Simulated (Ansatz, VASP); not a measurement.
## One calculation of B, two programs

```
B
1.0
     2.99616    0.00000    0.00000
    -1.49808    2.59475    0.00000
     0.00000    0.00000    1.73125
B
2
Direct
  0.33333 0.66667 0.50000
  0.66667 0.33333 0.50000
```

Alike in both runs: task single point; functional PBE; k mesh 6 × 6 × 10; occupations gaussian, width 0.1 eV; no spin polarisation.

```csv
,VASP,Ansatz
version,VASP 6.6.1,Ansatz 0.2.0
potentials or method,"VASP PAW PBE potentials, release 64 (B)","scalar-relativistic, plane waves, PAW"
plane-wave cutoff (eV),520,420
valence electrons in the cell,6,6
```

|  | VASP | Ansatz | Ansatz less VASP |
| --- | --- | --- | --- |
| gap on the k mesh at the Fermi level (eV) | none | none | - |
| pressure (GPa) | 26.5 | 26.5 | -0.01 |
| largest component of the traceless stress (GPa) | 39.79 | 39.82 | +0.028 |

A gap of «none» marks a metal or a gap that the smearing closes.

Caveats: the k mesh is coarse (spacing up to 0.40 Å⁻¹), so the values aren't converged; so large a pressure means that the cell lies far from this level's equilibrium, or that cutoff or potentials fall short (VASP).
